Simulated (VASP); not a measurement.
# CuI (Marshite) (F-43m) in VASP: further runs, part 2 of 2

VASP 6.6.1. The steps go on from the part before.

### Step 4. Relaxation of cell and atoms, PBE

INCAR

```
SYSTEM = CuI
ALGO = Normal
EDIFF = 1E-7
EDIFFG = -0.005
ENCUT = 300
GGA = PE
IBRION = 2
ISIF = 3
ISMEAR = 0
LASPH = .TRUE.
LCHARG = .FALSE.
LREAL = .FALSE.
LWAVE = .FALSE.
NELM = 80
NSW = 90
PREC = Accurate
SIGMA = 0.03
```

KPOINTS

```
k-points
0
G
  4 4 4
  0 0 0
```

POSCAR

```
CuI                                     
1.0
    0.0000000000      3.0315000000      3.0315000000
    3.0315000000      0.0000000000      3.0315000000
    3.0315000000      3.0315000000      0.0000000000
  Cu              I             
     1     1
Direct
     0.2500000000000000    0.2500000000000000    0.2500000000000000
     0.0000000000000000    0.0000000000000000    0.0000000000000000
```

Potentials or basis: VASP PAW PBE potentials, release 64 (Cu, I).

The run is started by

```
$ cat potpaw_PBE.64/Cu/POTCAR potpaw_PBE.64/I/POTCAR > POTCAR
$ mpirun -np 1 vasp_std > vasp.out
```

OUTCAR:

```text
SYSTEM = CuI
   EDIFF = 1E-7
   EDIFFG = -0.005
   ENCUT = 300
   GGA = PE
   IBRION = 2
   ISIF = 3
   ISMEAR = 0
   LASPH = .TRUE.
   LREAL = .FALSE.
   NELM = 80
   NSW = 90
   PREC = Accurate

 ion  position               nearest neighbor table
   1  0.250  0.250  0.250-   2 2.63   2 2.63   2 2.63   2 2.63
   2  0.000  0.000  0.000-   1 2.63   1 2.63   1 2.63   1 2.63

  LATTYP: Found a face centered cubic cell.
 ALAT       =     6.0630000000

  Lattice vectors:

 A1 = (   0.0000000000,   3.0315000000,   3.0315000000)
 A2 = (   3.0315000000,   0.0000000000,   3.0315000000)
 A3 = (   3.0315000000,   3.0315000000,   0.0000000000)

Analysis of symmetry for initial positions (statically):
=====================================================================
 Subroutine PRICEL returns:
 Original cell was already a primitive cell.

 Routine SETGRP: Setting up the symmetry group for a
 face centered cubic supercell.

 Subroutine GETGRP returns: Found 24 space group operations
 (whereof 24 operations were pure point group operations)
 out of a pool of 48 trial point group operations.

The static configuration has the point symmetry T_d .

Analysis of symmetry for dynamics (positions and initial velocities):
=====================================================================
 Subroutine PRICEL returns:
 Original cell was already a primitive cell.

 Routine SETGRP: Setting up the symmetry group for a
 face centered cubic supercell.

 Subroutine GETGRP returns: Found 24 space group operations
 (whereof 24 operations were pure point group operations)
 out of a pool of 48 trial point group operations.

The dynamic configuration has the point symmetry T_d .

 Subroutine INISYM returns: Found 24 space group operations
 (whereof 24 operations are pure point group operations),
 and found     1 'primitive' translations

----------------------------------------------------------------------------------------

                                     Primitive cell

  volume of cell :      55.7189

  direct lattice vectors                    reciprocal lattice vectors
     0.000000000  3.031500000  3.031500000    -0.164934851  0.164934851  0.164934851
     3.031500000  0.000000000  3.031500000     0.164934851 -0.164934851  0.164934851
     3.031500000  3.031500000  0.000000000     0.164934851  0.164934851 -0.164934851

  length of vectors
     4.287188414  4.287188414  4.287188414     0.285675541  0.285675541  0.285675541

  position of ions in fractional coordinates (direct lattice)
     0.250000000  0.250000000  0.250000000
     0.000000000  0.000000000  0.000000000

  ion indices of the primitive-cell ions
   primitive index   ion index
                 1           1
                 2           2

----------------------------------------------------------------------------------------

 KPOINTS: k-points

[... 92 lines left out ...]

 Free energy of the ion-electron system (eV)
  ---------------------------------------------------
  ext. energy  EPLUGINS =         0.00000000
  ---------------------------------------------------
  free energy    TOTEN  =        -5.52841454 eV

  energy without entropy =       -5.52841454  energy(sigma->0) =       -5.52841454

------------------------ aborting loop because EDIFF is reached ----------------------------------------

  FORCE on cell =-STRESS in cart. coord.  units (eV):
  Direction    XX          YY          ZZ          XY          YZ          ZX
  --------------------------------------------------------------------------------------
  -------------------------------------------------------------------------------------
  Total        0.0285508      0.0285508      0.0285508      0.0000000      0.0000000      0.0000000
  in kB        0.8209687      0.8209687      0.8209687      0.0000000      0.0000000      0.0000000
  external PRESSURE =       0.8209687 kB  Pullay stress =       0.0000000 kB

 VOLUME and BASIS-vectors are now :
 -----------------------------------------------------------------------------
  energy-cutoff  :      300.00
  volume of cell :       55.72
      direct lattice vectors                 reciprocal lattice vectors
     0.000000000  3.031500000  3.031500000    -0.164934851  0.164934851  0.164934851
     3.031500000  0.000000000  3.031500000     0.164934851 -0.164934851  0.164934851
     3.031500000  3.031500000  0.000000000     0.164934851  0.164934851 -0.164934851

 POSITION                                       TOTAL-FORCE (eV/Angst)
 -----------------------------------------------------------------------------------
      1.51575      1.51575      1.51575        -0.000000     -0.000000     -0.000000
      0.00000      0.00000      0.00000         0.000000      0.000000      0.000000
 -----------------------------------------------------------------------------------
    total drift:                                0.000008      0.000008      0.000007

  FREE ENERGIE OF THE ION-ELECTRON SYSTEM (eV)
  ---------------------------------------------------
  free  energy   TOTEN  =        -5.5284145368 eV

  energy  without entropy=       -5.5284145368  energy(sigma->0) =       -5.52841454

--------------------------------------- Ionic step        2  -------------------------------------------

 number of electron      17.9999952 magnetization

 Free energy of the ion-electron system (eV)
  ---------------------------------------------------
  ext. energy  EPLUGINS =         0.00000000
  ---------------------------------------------------
  free energy    TOTEN  =        -5.52844023 eV

  energy without entropy =       -5.52844023  energy(sigma->0) =       -5.52844023

 E-fermi :   4.5694     XC(G=0):  -8.9189

 val. band max:        4.4222464501   @ k =   0.0000   0.0000   0.0000
 cond. band min:       5.5546688984   @ k =   0.0000   0.0000   0.0000
 fundamental gap:      1.1324224483
 Fermi energy:         4.5693942736

 k-point     1 :       0.0000    0.0000    0.0000
  band No.  band energies     occupation
      1      -9.5717      2.00000
      2       0.7931      2.00000
      3       0.7931      2.00000
      4       0.7931      2.00000
      5       2.5752      2.00000
      6       2.5752      2.00000
      7       4.4222      2.00000
      8       4.4222      2.00000
      9       4.4222      2.00000
     10       5.5547      0.00000
     11       9.2881      0.00000
     12       9.2881      0.00000
     13       9.2881      0.00000
[... 98 lines left out ...]
  band No.  band energies     occupation
      1      -8.8314      2.00000
      2      -0.6733      2.00000
      3      -0.0901      2.00000
      4       0.5922      2.00000
      5       2.5139      2.00000
      6       2.5293      2.00000
      7       2.6572      2.00000
      8       2.8238      2.00000
      9       3.1657      2.00000
     10       8.9039      0.00000
     11       9.0706      0.00000
     12      10.4297      0.00000
     13      10.7863      0.00000

------------------------ aborting loop because EDIFF is reached ----------------------------------------

  FORCE on cell =-STRESS in cart. coord.  units (eV):
  Direction    XX          YY          ZZ          XY          YZ          ZX
  --------------------------------------------------------------------------------------
  -------------------------------------------------------------------------------------
  Total       -0.0036129     -0.0036129     -0.0036129      0.0000000      0.0000000      0.0000000
  in kB       -0.1036726     -0.1036726     -0.1036726      0.0000000      0.0000000      0.0000000
  external PRESSURE =      -0.1036726 kB  Pullay stress =       0.0000000 kB

 VOLUME and BASIS-vectors are now :
 -----------------------------------------------------------------------------
  energy-cutoff  :      300.00
  volume of cell :       55.83
      direct lattice vectors                 reciprocal lattice vectors
    -0.000000000  3.033587745  3.033587745    -0.164821341  0.164821341  0.164821341
     3.033587745  0.000000000  3.033587745     0.164821341 -0.164821341  0.164821341
     3.033587745  3.033587745  0.000000000     0.164821341  0.164821341 -0.164821341

 POSITION                                       TOTAL-FORCE (eV/Angst)
 -----------------------------------------------------------------------------------
      1.51679      1.51679      1.51679         0.000000     -0.000000      0.000000
      0.00000      0.00000      0.00000        -0.000000      0.000000     -0.000000
 -----------------------------------------------------------------------------------
    total drift:                                0.000008      0.000008      0.000007

  FREE ENERGIE OF THE ION-ELECTRON SYSTEM (eV)
  ---------------------------------------------------
  free  energy   TOTEN  =        -5.5284402312 eV

  energy  without entropy=       -5.5284402312  energy(sigma->0) =       -5.52844023

 reached required accuracy - stopping structural energy minimisation
```

It used 5.5 s of CPU time on 1 thread of Intel(R) Xeon(R) Platinum 8488C (Sapphire Rapids), with other jobs on the host, which was overloaded at the time.

The run converged, but some of its settings lie outside the range that counts as converged, so its numbers aren't taken as properties of the crystal.

Results:

```
Free energy                            : -5.5284 eV
Relaxed volume                         : 27.92 Å³/atom
Relaxed cell                           : a = 4.290 Å, b = 4.290 Å, c = 4.290 Å, α = 60.00°, β = 60.00°, γ = 60.00°
Space group after relaxing (to 0.05 Å) : F-43m (No. 216)
Energy gained by relaxing              : 0.0 meV/atom
Ionic steps                            : 2
Band gap on the k mesh                 : 1.13 eV, direct
```

Caveat: the k mesh is coarse (spacing up to 0.45 Å⁻¹), so the values aren't converged; the cutoff is under 1.25 times the usual one of these potentials, so pressure, stress and relaxed cells hold a basis-set (Pulay) error; spin-orbit coupling is left out, which moves the levels of the heavy elements.

### Step 5. Relaxation of cell and atoms, PBE, target pressure 0.63 GPa, at which the enthalpy is minimised

INCAR

```
SYSTEM = CuI
ALGO = Normal ; EDIFF = 1E-6
EDIFFG = -0.01 ; ENCUT = 600
GGA = PE ; IBRION = 2
ISIF = 3 ; ISMEAR = 0
LASPH = .TRUE. ; LCHARG = .FALSE.
LREAL = .FALSE. ; LWAVE = .FALSE.
NELM = 80 ; NSW = 90
PREC = Accurate ; PSTRESS = 6.3
SIGMA = 0.03
```

KPOINTS

```
k-points
0
G
  8 8 8
  0 0 0
```

POSCAR

```
CuI
1.0
    0.0000000000      3.0315000000      3.0315000000
    3.0315000000      0.0000000000      3.0315000000
    3.0315000000      3.0315000000      0.0000000000
Cu I
1 1
Direct
    0.2500000000      0.2500000000      0.2500000000
    0.0000000000      0.0000000000      0.0000000000
```

The run is started by

```
$ cat potpaw_PBE.64/Cu/POTCAR potpaw_PBE.64/I/POTCAR > POTCAR
$ mpirun -np 1 vasp_std > vasp.out
```

Wall time 31 s (1 thread of AMD EPYC 9R45 (Zen 5), shared host); peak memory 0.19 GiB.

Results (log left out):

| Quantity | Value |
| --- | --- |
| Free energy | -5.5606 eV |
| Relaxed volume | 27.65 Å³/atom |
| Relaxed cell | a = 4.276 Å, b = 4.276 Å, c = 4.276 Å, α = 60.00°, β = 60.00°, γ = 60.00° |
| Space group after relaxing (to 0.05 Å) | F-43m (No. 216) |
| Energy change on relaxing (the enthalpy is what falls) | +0.7 meV/atom |
| Ionic steps | 2 |
| Pressure after relaxing | 0.7 GPa |
| Band gap on the k mesh | 1.16 eV, direct |

Step by step:
```csv
step,energy change (eV),largest force (eV/Å),pressure (GPa),volume (Å³)
1,0.0000,0.0000,0.33,55.72
2,0.0014,0.0000,0.66,55.30
```

Final structure:
```
Cu I
1.0
     0.00000    3.02381    3.02381
     3.02381    0.00000    3.02381
     3.02381    3.02381    0.00000
Cu I
1 1
Direct
  0.25000 0.25000 0.25000
  0.00000 0.00000 0.00000
```

Levels at points of the mesh, in eV from the valence-band top:
| k point | band 6 | band 7 | band 8 | band 9 | band 10 | band 11 | band 12 | band 13 |
| --- | --- | --- | --- | --- | --- | --- | --- | --- |
| (0.00, 0.00, 0.00) | -1.88 | 0.00 | 0.00 | 0.00 | 1.16 | 4.86 | 4.86 | 4.86 |
| (0.50, 0.00, 0.00) | -1.85 | -1.81 | -0.72 | -0.72 | 2.16 | 5.40 | 5.40 | 7.42 |
| (0.50, 0.50, 0.00) | -1.82 | -1.79 | -1.52 | -1.52 | 2.70 | 2.90 | 9.24 | 9.80 |

Caveat: the cell is relaxed towards a set pressure, so the enthalpy falls and the energy may rise; spin-orbit coupling is left out, which moves the levels of the heavy elements.
